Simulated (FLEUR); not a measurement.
TiO2:

```
CELL_PARAMETERS angstrom
4.59984 0.00000 0.00000
0.00000 4.59984 0.00000
0.00000 0.00000 2.95921
ATOMIC_POSITIONS crystal
Ti 0.00000 0.00000 0.50000
Ti 0.50000 0.50000 0.00000
O 0.30432 0.30432 0.50000
O 0.19568 0.80432 0.00000
O 0.80432 0.19568 0.00000
O 0.69568 0.69568 0.50000
```

The cell is a database's computed one.

Base run:

| Property | Result |
| --- | --- |
| Program | FLEUR MaX-R8.1 (later development tree) |
| Functional | WC |
| Potentials or basis | all-electron |
| Basis | FLAPW |
| Kmax | 5.05 1/bohr |
| k mesh | 6 × 6 × 9 |
| Occupations | fermi-dirac, width 0.05 eV |
| Spin | no spin polarisation |

Its results: band gap on the k mesh 1.82 eV, direct.

Problem. The run is repeated on the same cell with these changes: functional from WC to r2SCAN. What comes out?

Solution. Band gap on the k mesh 2.21 eV, direct.

r2SCAN gives the wider gap, since meta-GGAs in the generalised Kohn-Sham scheme recover part of the derivative discontinuity.

Caveats: the meta-GGA is that of a development version, with a GGA for the radial functions and cores and without core tails (some runs).

Not every run made on this cell is shown here.
